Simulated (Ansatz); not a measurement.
# Li on Nb(100): change of the work function, part 2 of 5

Aim: the work function of Nb(100) at several coverages of Li (hollow site), and the dipole that each adsorbate carries.

Ansatz 0.2.0; plane-wave DFT, PBE-D3(BJ), Ansatz PAW.

So far, work function, upper face (eV): step 2 (the clean slab) 3.59.

## 3. Adsorbate added, k-mesh 5×5×1, coverage 0.25 ML

System of this step: Li/Nb(100). The cell holds 21 atoms: 20 Nb and 1 Li. Cell: a = 6.600 Å, b = 6.600 Å, c = 26.348 Å, α = 90.0°, β = 90.0°, γ = 90.0°. Vacuum lies along c.

The clean slab as it ended is repeated in the plane and the adsorbate is set on one face; the cell's size fixes the coverage, and the k-mesh shrinks with it to keep the sampling density about even. Adsorbate and upper layers relax, since the dipole depends on the height.

File input.yaml:

```yaml
crystal:
  lattice:
    - [6.6, 0.0, 0.0]
    - [0.0, 6.6, 0.0]
    - [0.0, 0.0, 26.348291397]
  atoms:
    - { symbol: Nb, position: [0.0, 0.0, 0.3415781261] }
    - { symbol: Nb, position: [0.25, 0.25, 0.4042007826] }
    - { symbol: Nb, position: [0.0, 0.0, 0.4654710883] }
    - { symbol: Nb, position: [0.25, 0.25, 0.528811316] }
    - { symbol: Nb, position: [0.0, 0.0, 0.5829404071] }
    - { symbol: Nb, position: [0.0, 0.5, 0.3415781261] }
    - { symbol: Nb, position: [0.25, 0.75, 0.4042007826] }
    - { symbol: Nb, position: [0.0, 0.5, 0.4654710883] }
    - { symbol: Nb, position: [0.25, 0.75, 0.528811316] }
    - { symbol: Nb, position: [0.0, 0.5, 0.5829404071] }
    - { symbol: Nb, position: [0.5, 0.0, 0.3415781261] }
    - { symbol: Nb, position: [0.75, 0.25, 0.4042007826] }
    - { symbol: Nb, position: [0.5, 0.0, 0.4654710883] }
    - { symbol: Nb, position: [0.75, 0.25, 0.528811316] }
    - { symbol: Nb, position: [0.5, 0.0, 0.5829404071] }
    - { symbol: Nb, position: [0.5, 0.5, 0.3415781261] }
    - { symbol: Nb, position: [0.75, 0.75, 0.4042007826] }
    - { symbol: Nb, position: [0.5, 0.5, 0.4654710883] }
    - { symbol: Nb, position: [0.75, 0.75, 0.528811316] }
    - { symbol: Nb, position: [0.5, 0.5, 0.5829404071] }
    - { symbol: Li, position: [0.25, 0.25, 0.6584218739] }
kpoints:
  mp_grid: { grid: [5, 5, 1] }
hamiltonian:
  xc: pbe
  dispersion: d3bj
scf:
  occupations: { method: fermi_dirac, width: 0.1 }
  convergence: { dr2_threshold: 1.0e-08 }
efield:
  axis: 3
  dipole_correction: true
  ramp_position: 0.97
  ramp_width: 0.06
relax:
  f_tol: 0.02
  max_steps: 60
  constraints: [{ sites: [0, 1, 5, 6, 10, 11, 15, 16] }]
output:
  bader: true
  dos: { projected: true, e_range: [-8, 4] }
  write_potential: true
  write_density: true
  volumetric_format: npy
  elf: true
```

Launch:

```sh
$ ansatz run input.yaml --threads 4 --pin off --max-ram 12288MiB --backend cpu --events-out ev --progress --plain --runs-dir out
```

Numbers of over 12 decimals in the logs are rounded to 6 here.

What it wrote:

```text
[...]
Crystal: 21 atoms, lattice volume = 1147.732 Å³
Basis set: ecut = 420 eV, 22417 PW (Γ), exchange–correlation on 90×90×360 points (8 copies of the dense FFT grid, shifted against one another)
Bands: 158, of which v1, the nominal top of the filled ones, is band 132 counted from 1 (131 counted from 0)
Symmetry: 8 space group operations
[...]
k-points: 6 of 25
[...]
SCF iter   1: F=—  HF=-91248.682600 eV  |F-HF|=—  |Δ(HF+E_count)|=         —  Δρ=7.55e-3  dr2=1.09e1  ethr=1.77e-3  p=0.221 e·Å  D=3.49e-2 V/Å  ΔV_dip=-0.92 eV  dr2_dipole=2.59e0  V_vac-E_F(+/−)=3.12/4.04 eV  ⟨swp⟩=11.5  Hψ=4749  notcnv=0
[...]
SCF iter  10: F=-91248.395859 eV  HF=-91248.395859 eV  |F-HF|=1.47e-9  |Δ(HF+E_count)|=   1.89e-8  Δρ=4.89e-7  dr2=8.35e-9  ethr=3.80e-12  p=0.141 e·Å  D=2.22e-2 V/Å  ΔV_dip=-0.59 eV  dr2_dipole=7.11e-11  V_vac-E_F(+/−)=3.13/3.72 eV  ⟨swp⟩=9.0  Hψ=7123  notcnv=0
SCF 1 converged in 10 iterations: F = -91248.395859 eV  dr2 = 8.35e-9
[...]
relax step   1: F+E_penalty+E_count = -91248.39585885 eV  Δ(F+E_penalty+E_count) = +0.000e0 eV  max|allowed force component| = 1.596e-1 eV/Å  Δτ_max = 0.0000 Å  (10 SCF iters, accepted)
[...]
SCF iter   9: F=-91248.425931 eV  HF=-91248.425931 eV  |F-HF|=6.37e-9  |Δ(HF+E_count)|=   4.23e-8  Δρ=6.28e-7  dr2=9.58e-9  ethr=3.80e-12  p=0.132 e·Å  D=2.08e-2 V/Å  ΔV_dip=-0.55 eV  dr2_dipole=9.26e-10  V_vac-E_F(+/−)=3.17/3.72 eV  ⟨swp⟩=14.3  Hψ=7184  notcnv=0
SCF 2 converged in 9 iterations: F = -91248.425931 eV  dr2 = 9.58e-9
relax step   2: F+E_penalty+E_count = -91248.42593067 eV  Δ(F+E_penalty+E_count) = -3.007e-2 eV  max|allowed force component| = 8.549e-2 eV/Å  Δτ_max = 0.0969 Å  (9 SCF iters, accepted)
SCF iter   1: F=—  HF=-91248.428815 eV  |F-HF|=—  |Δ(HF+E_count)|=         —  Δρ=1.73e-3  dr2=1.22e-1  ethr=1.16e-3  p=0.132 e·Å  D=2.08e-2 V/Å  ΔV_dip=-0.55 eV  dr2_dipole=7.10e-3  V_vac-E_F(+/−)=3.18/3.73 eV  ⟨swp⟩=3.0  Hψ=1504  notcnv=0
[...]
SCF iter   9: F=-91248.423068 eV  HF=-91248.423068 eV  |F-HF|=1.75e-9  |Δ(HF+E_count)|=   5.33e-8  Δρ=4.61e-7  dr2=4.66e-9  ethr=3.80e-12  p=0.111 e·Å  D=1.75e-2 V/Å  ΔV_dip=-0.46 eV  dr2_dipole=7.95e-10  V_vac-E_F(+/−)=3.26/3.72 eV  ⟨swp⟩=11.2  Hψ=6779  notcnv=0
SCF 3 converged in 9 iterations: F = -91248.423068 eV  dr2 = 4.66e-9
relax step   3: F+E_penalty+E_count = -91248.42306845 eV  Δ(F+E_penalty+E_count) = +2.862e-3 eV  max|allowed force component| = 9.205e-2 eV/Å  Δτ_max = 0.1403 Å  (9 SCF iters, rejected (line search))
SCF iter   1: F=—  HF=-91248.434746 eV  |F-HF|=—  |Δ(HF+E_count)|=         —  Δρ=1.25e-3  dr2=6.37e-2  ethr=1.62e-4  p=0.111 e·Å  D=1.75e-2 V/Å  ΔV_dip=-0.46 eV  dr2_dipole=2.74e-3  V_vac-E_F(+/−)=3.25/3.71 eV  ⟨swp⟩=2.7  Hψ=1621  notcnv=0
[...]
SCF iter   9: F=-91248.430154 eV  HF=-91248.430154 eV  |F-HF|=1.16e-9  |Δ(HF+E_count)|=   1.14e-8  Δρ=2.53e-7  dr2=1.59e-9  ethr=3.80e-12  p=0.122 e·Å  D=1.92e-2 V/Å  ΔV_dip=-0.51 eV  dr2_dipole=8.77e-11  V_vac-E_F(+/−)=3.21/3.72 eV  ⟨swp⟩=11.0  Hψ=6384  notcnv=0
SCF 4 converged in 9 iterations: F = -91248.430154 eV  dr2 = 1.59e-9
relax step   4: F+E_penalty+E_count = -91248.43015397 eV  Δ(F+E_penalty+E_count) = -4.223e-3 eV  max|allowed force component| = 6.157e-3 eV/Å  Δτ_max = 0.0619 Å  (9 SCF iters, accepted)
NSCF: frozen V_eff on 6 k-points
[...]
SCF converged after 9 iterations
Free energy (F): -91248.430154 eV
[...]
Internal energy: -91247.575733 eV  (E = F + TS)
E sigma→0 (E₀):  -91248.002943 eV
Entropy (-TS):   -0.854421 eV (-40.687 meV/atom)
Fermi energy:    3.447370 eV
Dipole field:    D = 0.019228 V/Å  (p = 0.121960 e·Å, saw-weighted, corrected)
Work function:   Φ+ = 3.2123 eV   Φ− = 3.7189 eV
[...]
--- Forces (eV/Å), atoms counted from 1 ---
  atom   1  Nb    -0.00807185    -0.00807185     1.40758500
  atom   2  Nb    -0.00000000     0.00000000    -1.40547795
  atom   3  Nb     0.00092335     0.00092335     0.00126264
  atom   4  Nb     0.00000000     0.00000000     0.00011627
  atom   5  Nb    -0.00142956    -0.00142956    -0.00354565
  atom   6  Nb    -0.00807185     0.00807185     1.40758500
  atom   7  Nb    -0.00000000     0.00000000    -1.39133810
  atom   8  Nb     0.00092335    -0.00092335     0.00126264
  atom   9  Nb     0.00000000     0.00000000    -0.00408217
  atom  10  Nb    -0.00142956     0.00142956    -0.00354565
  atom  11  Nb     0.00807185    -0.00807185     1.40758500
  atom  12  Nb     0.00000000     0.00000000    -1.39133810
  atom  13  Nb    -0.00092335     0.00092335     0.00126264
  atom  14  Nb     0.00000000     0.00000000    -0.00408217
  atom  15  Nb     0.00142956    -0.00142956    -0.00354565
  atom  16  Nb     0.00807185     0.00807185     1.40758500
  atom  17  Nb     0.00000000     0.00000000    -1.41811541
  atom  18  Nb    -0.00092335    -0.00092335     0.00126264
  atom  19  Nb     0.00000000     0.00000000    -0.00615660
  atom  20  Nb     0.00142956     0.00142956    -0.00354565
  atom  21  Li    -0.00000000     0.00000000    -0.00070483
  max |Σ_I F_I| component: 2.89e-5 eV/Å
--- Band table (eV; the first three rows and the last of 6) ---
  k-point 0: bands = [... 128 lower, 3.5556, 3.5709, 3.6048, 3.6461, 3.6461, 3.8483, 3.8483, 3.9074, ... 22 higher]
  k-point 1: bands = [... 128 lower, 3.3577, 3.3974, 3.4351, 3.5469, 3.5973, 3.8105, 3.9051, 3.9677, ... 22 higher]
  k-point 2: bands = [... 128 lower, 3.3073, 3.4068, 3.4228, 3.4229, 3.5114, 3.5202, 3.6737, 3.7892, ... 22 higher]
  k-point 5: bands = [... 128 lower, 2.7446, 2.8472, 3.0158, 3.0220, 3.2044, 3.5320, 3.5580, 3.6814, ... 22 higher]
--- Relaxed structure (4 steps of the walk, 3 accepted, 0 SCFs on fresh bases) ---
  F+E_penalty+E_count = -91248.43015397 eV   max|allowed force component| = 6.157e-3 eV/Å
  atoms:
    - { symbol: Nb, position: [0.0, 0.0, 0.341578] }
    - { symbol: Nb, position: [0.25, 0.25, 0.404201] }
    - { symbol: Nb, position: [0.00202851, 0.00202851, 0.465496] }
    - { symbol: Nb, position: [0.25, 0.25, 0.532355] }
    - { symbol: Nb, position: [-0.00755948, -0.00755948, 0.582994] }
    - { symbol: Nb, position: [0.0, 0.5, 0.341578] }
    - { symbol: Nb, position: [0.25, 0.750000, 0.404201] }
    - { symbol: Nb, position: [0.00202851, 0.497971, 0.465496] }
    - { symbol: Nb, position: [0.25, 0.750000, 0.528557] }
    - { symbol: Nb, position: [-0.00755948, 0.507559, 0.582994] }
    - { symbol: Nb, position: [0.5, 0.0, 0.341578] }
    - { symbol: Nb, position: [0.750000, 0.25, 0.404201] }
    - { symbol: Nb, position: [0.497971, 0.00202851, 0.465496] }
    - { symbol: Nb, position: [0.750000, 0.25, 0.528557] }
    - { symbol: Nb, position: [0.507559, -0.00755948, 0.582994] }
    - { symbol: Nb, position: [0.5, 0.5, 0.341578] }
    - { symbol: Nb, position: [0.750000, 0.750000, 0.404201] }
    - { symbol: Nb, position: [0.497971, 0.497971, 0.465496] }
    - { symbol: Nb, position: [0.750000, 0.750000, 0.526635] }
    - { symbol: Nb, position: [0.507559, 0.507559, 0.582994] }
    - { symbol: Li, position: [0.25, 0.25, 0.653877] }
--- Bader charges: 21 sites ---
  site symbol  charge [e]  shift [e]
     0     Nb     -0.0910     0.0000
     1     Nb      0.0169     0.0000
     2     Nb      0.1342     0.0000
     3     Nb     -0.0399     0.0000
     4     Nb     -0.2664     0.0003
     5     Nb     -0.0911     0.0000
     6     Nb      0.0380     0.0000
     7     Nb      0.1342     0.0000
     8     Nb     -0.0021     0.0000
     9     Nb     -0.2664     0.0003
    10     Nb     -0.0911     0.0000
    11     Nb      0.0380     0.0000
    12     Nb      0.1341     0.0000
    13     Nb     -0.0021     0.0000
    14     Nb     -0.2664     0.0003
    15     Nb     -0.0911     0.0000
    16     Nb      0.0361     0.0000
    17     Nb      0.1341     0.0000
    18     Nb     -0.0037     0.0000
    19     Nb     -0.2664     0.0003
    20     Li      0.8120     0.0012
  estimated error of the sums over rays = 1.0e-3 e
```

Elapsed: 3.9 min, on 4 threads of Arm Neoverse V1, shared host; peak memory 3.8 GiB; 15 min of CPU time.

Step by step:

| step | energy less that of the first step (eV) | largest force component (eV/Å) |
| --- | --- | --- |
| 1 | 0.0000 | 0.1596 |
| 2 | -0.0301 | 0.0855 |
| 3 | -0.0272 | 0.0920 |
| 4 | -0.0343 | 0.0062 |

Relaxation step 3 was tried and not accepted.

Forces are held to the 8 operations that the run works with; a distortion that breaks them can't arise in this run.

The atoms that moved most (Å):

| atom | dx | dy | dz | length |
| --- | --- | --- | --- | --- |
| Li21 | 0.000 | 0.000 | -0.120 | 0.120 |
| Nb4 | 0.000 | 0.000 | 0.093 | 0.093 |
| Nb20 | 0.050 | 0.050 | 0.001 | 0.071 |
| Nb10 | -0.050 | 0.050 | 0.001 | 0.071 |
| Nb15 | 0.050 | -0.050 | 0.001 | 0.071 |
| Nb5 | -0.050 | -0.050 | 0.001 | 0.071 |
| Nb19 | 0.000 | 0.000 | -0.057 | 0.057 |
| Nb18 | -0.013 | -0.013 | 0.001 | 0.019 |

Final coordinates:

```
Nb Li
1.0
     6.60000    0.00000    0.00000
     0.00000    6.60000    0.00000
     0.00000    0.00000   26.34829
Nb Li
20 1
Direct
  0.00000 0.00000 0.34158
  0.25000 0.25000 0.40420
  0.00203 0.00203 0.46550
  0.25000 0.25000 0.53235
  0.99244 0.99244 0.58299
  0.00000 0.50000 0.34158
  0.25000 0.75000 0.40420
  0.00203 0.49797 0.46550
  0.25000 0.75000 0.52856
  0.99244 0.50756 0.58299
  0.50000 0.00000 0.34158
  0.75000 0.25000 0.40420
  0.49797 0.00203 0.46550
  0.75000 0.25000 0.52856
  0.50756 0.99244 0.58299
  0.50000 0.50000 0.34158
  0.75000 0.75000 0.40420
  0.49797 0.49797 0.46550
  0.75000 0.75000 0.52663
  0.50756 0.50756 0.58299
  0.25000 0.25000 0.65388
```

This step gave:

```yaml
energy_at_zero_smearing: -91248.0029 eV
work_function_upper_face: 3.212 eV
work_function_lower_face: 3.719 eV
dipole_along_the_normal: 0.1220 e·Å
step_between_the_vacuum_levels: -0.5066 eV
```

Running mean over 1.65 Å of the planar mean; the ramp of the sawtooth is left out. The electron's electrostatic potential energy less the Fermi level by z:

| z (Å) | electron's electrostatic potential energy less the Fermi level (eV) |
| --- | --- |
| 3.5 | 3.72 |
| 4.0 | 3.72 |
| 4.5 | 3.71 |
| 5.0 | 3.71 |
| 5.5 | 3.68 |
| 6.0 | 3.61 |
| 6.5 | 3.41 |
| 7.0 | 2.86 |
| 7.5 | 1.23 |
| 8.0 | -2.82 |
| 8.5 | -7.86 |
| 9.0 | -10.6 |
| 9.5 | -11.1 |
| 10.0 | -11.0 |
| 10.5 | -11.0 |
| 11.0 | -11.2 |
| 11.5 | -11.4 |
| 12.0 | -11.3 |
| 12.5 | -11.0 |
| 13.0 | -10.8 |
| 13.5 | -11.0 |
| 14.0 | -11.9 |
| 14.5 | -13.2 |
| 15.0 | -12.9 |
| 15.5 | -10.7 |
| 16.0 | -6.68 |
| 16.5 | -1.87 |
| 17.0 | 1.04 |
| 17.5 | 2.01 |
| 18.0 | 2.53 |
| 18.5 | 2.93 |
| 19.0 | 3.10 |
| 19.5 | 3.17 |
| 20.0 | 3.20 |
| 20.5 | 3.21 |
| 21.0 | 3.21 |
| 21.5 | 3.21 |
| 22.0 | 3.21 |
| 22.5 | 3.21 |
| 23.0 | 3.21 |

The density of states has structure finer than the step of the table below, so its rows give means over 0.2 eV, whole bins alone (the curve runs from -8 to 1.74 eV). Peaks (eV: height): -3.16: 57.0, -2.26: 48.7, -2.11: 90.2, -2.02: 66.3, -1.53: 70.7, -0.03: 51.9, 0.51: 60.1.

Density of states against energy, zero at the Fermi level; means over each step:

energy (eV), density of states (states/eV a cell) and a bar:
```
     -5.8        0.0 
     -5.6        0.1 
     -5.4        1.2 #
     -5.2        1.3 #
     -5.0        1.4 #
     -4.8        2.6 ##
     -4.6        1.6 #
     -4.4        1.0 #
     -4.2        2.2 ##
     -4.0        5.5 #####
     -3.8        4.3 ####
     -3.6       14.2 ############
     -3.4       16.5 ##############
     -3.2       23.2 ####################
     -3.0       25.5 ######################
     -2.8       30.4 ##########################
     -2.6       23.7 ####################
     -2.4       20.3 #################
     -2.2       34.9 ##############################
     -2.0       31.7 ###########################
     -1.8       24.0 #####################
     -1.6       34.0 #############################
     -1.4       25.6 ######################
     -1.2       35.1 ##############################
     -1.0       32.8 ############################
     -0.8       25.3 ######################
     -0.6       29.6 #########################
     -0.4       30.5 ##########################
     -0.2       26.7 #######################
      0.0       24.2 #####################
      0.2       25.8 ######################
      0.4       29.3 #########################
      0.6       32.7 ############################
      0.8       24.0 ####################
      1.0       16.3 ##############
      1.2       16.2 ##############
      1.4       20.0 #################
      1.6       23.1 ####################
```

Projected DOS per atom over height of the atomic layer and energy from the Fermi level. Layers: Nb4 Nb4 Nb4 Nb4 Nb4 Li from below.

Ten even steps from '0' (0.00 states/eV) to '9' (2.41 states/eV), each cell a mean:
```
724251
422141
923281
832370
844461
645461
855570
566750
563550
455440
466650
135420
011210
000000
000000
000000
000000
000000
000000
000000
000000
000000
```
Columns: height of the atomic layer (Å) from 9 to 17.2 (not evenly spaced); rows upwards: energy from the Fermi level (eV) from -7.96 to 1.75.

Valence density in the ca plane at fractional y = 0.250, with atoms of Nb and Li within 0.2 Å of it. It is the smooth field of the valence electrons, not physical close to the nuclei.

Values in e/Å³, 10 rows by 16 columns, each cell a mean:
```
0.1 0.2 0.3 0.3 0.2 0.3 0.3 0.2 0.1 0.0 0.0 0.0 0.0 0.0 0.0 0.0
0.1 0.5 3.0 0.8 0.3 2.4 1.6 0.1 0.0 0.0 0.0 0.0 0.0 0.0 0.0 0.0
0.1 0.8 4.8 1.3 0.3 4.0 2.7 0.1 0.0 0.0 0.0 0.0 0.0 0.0 0.0 0.0
0.1 0.4 1.8 0.5 0.2 1.4 0.9 0.2 0.1 0.0 0.0 0.0 0.0 0.0 0.0 0.0
0.1 0.2 0.2 0.2 0.2 0.2 0.3 0.2 0.1 0.0 0.0 0.0 0.0 0.0 0.0 0.0
0.1 0.2 0.3 0.3 0.2 0.3 0.3 0.2 0.1 0.0 0.0 0.0 0.0 0.0 0.0 0.0
0.1 0.5 3.0 0.8 0.2 2.1 1.9 0.2 0.3 0.6 0.0 0.0 0.0 0.0 0.0 0.0
0.1 0.8 4.8 1.3 0.3 3.5 3.1 0.2 1.0 3.0 0.0 0.0 0.0 0.0 0.0 0.0
0.1 0.4 1.8 0.5 0.2 1.3 1.1 0.2 0.1 0.2 0.0 0.0 0.0 0.0 0.0 0.0
0.1 0.2 0.2 0.2 0.2 0.2 0.3 0.2 0.1 0.0 0.0 0.0 0.0 0.0 0.0 0.0
```
Columns run along c (16.0 Å, from fractional 0.31 to 0.92 of the cell), rows up along a (6.6 Å). Atoms in or near the plane, at fractional coordinates: Nb at (0.40, 0.25), Nb at (0.53, 0.25), Nb at (0.40, 0.75), Nb at (0.53, 0.75), Li at (0.65, 0.25).

Electrostatic potential energy in the ca plane at fractional y = 0.250, with atoms of Nb and Li within 0.2 Å of it. With pseudopotentials it is smooth inside the atoms' cores, unlike the true potential.

Values in eV, 10 rows by 16 columns, each cell a mean:
```
  5   4  -2   3   4  -1   1   5   6   7   7   7   7   7   7   7
  7  -5 -45 -10   2 -38 -24   5   7   7   7   7   7   7   7   7
  7 -12 -63 -21  -1 -55 -39   5   7   7   7   7   7   7   7   7
  6  -1 -30  -5   3 -24 -14   5   7   7   7   7   7   7   7   7
  4   5   3   4   5   3   4   5   6   6   6   7   7   7   7   7
  5   4  -2   3   5   0   1   5   5   4   5   6   7   7   7   7
  7  -5 -46 -10   3 -33 -29   4  -2  -9   4   6   7   7   7   7
  7 -12 -63 -21   2 -50 -45   3  -9 -22   3   6   7   7   7   7
  6  -1 -30  -5   4 -21 -18   5   1  -3   4   6   7   7   7   7
  4   5   3   4   5   3   3   5   5   5   6   6   7   7   7   7
```
Columns run along c (16.0 Å, from fractional 0.31 to 0.92 of the cell; values clipped at the 3rd and 97th percentile), rows up along a (6.6 Å). Atoms in or near the plane, at fractional coordinates: Nb at (0.40, 0.25), Nb at (0.53, 0.25), Nb at (0.40, 0.75), Nb at (0.53, 0.75), Li at (0.65, 0.25).

ELF in the ca plane at fractional y = 0.250, with atoms of Nb and Li within 0.2 Å of it. It is the smooth field of the valence electrons, not physical close to the nuclei.

Values in units of 1e-1, 10 rows by 16 columns, each cell a mean:
```
3.5 4.4 2.3 3.9 4.1 2.4 3.5 3.8 3.3 3.6 2.0 0.5 0.1 0.0 0.0 0.0
5.0 3.2 6.3 3.6 3.3 5.7 4.5 3.7 3.8 2.5 1.0 0.3 0.0 0.0 0.0 0.0
5.3 3.3 5.5 4.0 2.7 5.6 5.2 3.3 4.3 2.3 0.8 0.2 0.0 0.0 0.0 0.0
4.7 3.3 5.0 3.4 3.7 4.4 3.7 3.9 3.6 2.7 1.3 0.3 0.1 0.0 0.0 0.0
3.1 4.9 2.7 4.4 4.0 3.0 4.2 3.8 3.6 4.1 2.4 0.7 0.1 0.0 0.0 0.0
3.5 4.4 2.3 3.9 4.1 2.6 3.3 4.6 4.4 2.6 2.3 0.8 0.1 0.0 0.0 0.0
5.0 3.2 6.4 3.6 3.5 5.3 5.0 4.0 2.6 2.8 0.6 0.7 0.2 0.0 0.0 0.0
5.3 3.3 5.4 4.0 2.7 5.5 5.4 3.2 3.5 7.2 0.3 0.6 0.2 0.0 0.0 0.0
4.7 3.3 4.9 3.4 3.8 4.1 4.0 4.5 2.9 1.2 1.0 0.7 0.2 0.0 0.0 0.0
3.1 4.9 2.8 4.4 4.0 3.2 4.1 4.3 4.4 3.8 2.6 0.8 0.1 0.0 0.0 0.0
```
Columns run along c (16.0 Å, from fractional 0.31 to 0.92 of the cell), rows up along a (6.6 Å). Atoms in or near the plane, at fractional coordinates: Nb at (0.40, 0.25), Nb at (0.53, 0.25), Nb at (0.40, 0.75), Nb at (0.53, 0.75), Li at (0.65, 0.25).

The relaxation took 4 steps and lowered the energy by 0.034 eV; the largest force on the free atoms ends at 0.0062 eV/Å.

By hand: a sheet of dipoles makes a step −p/(ε₀A) in the electron's potential. With e/ε₀ = 180.95 V·Å, p = 0.1220 e·Å and A = 43.56 Å², that is −180.95 × (0.1220) / 43.56 = -0.507 eV, and the two vacuum levels of the run differ by -0.507 eV.

The covered face has 3.21 eV, -0.38 eV against the clean one; the bare back face has moved by -0.01 eV, a measure of how thin the slab is.

(Continued in part 3 of 5.)

[Logs are printed without paths, hosts, clocks, repeated set-up lines and the standing remarks that a program may print on its own settings, such as how far it seeks lower states.]

[Hosts, paths, dates, database ids (printed as entryN), source tags and the programs' standing remarks are cut or masked in the printed files.]

[Maps of the electrostatic potential energy from Ansatz leave out the sawtooth potential of an applied field or a dipole correction, so their vacuum need not be flat; planar profiles and work functions include it.]

[The density of states shown here was stored with 400 of the rows of the run's finer table, so its peaks can read low, often by over a quarter, or be missed, and its means over a window can be off by a tenth or more.]
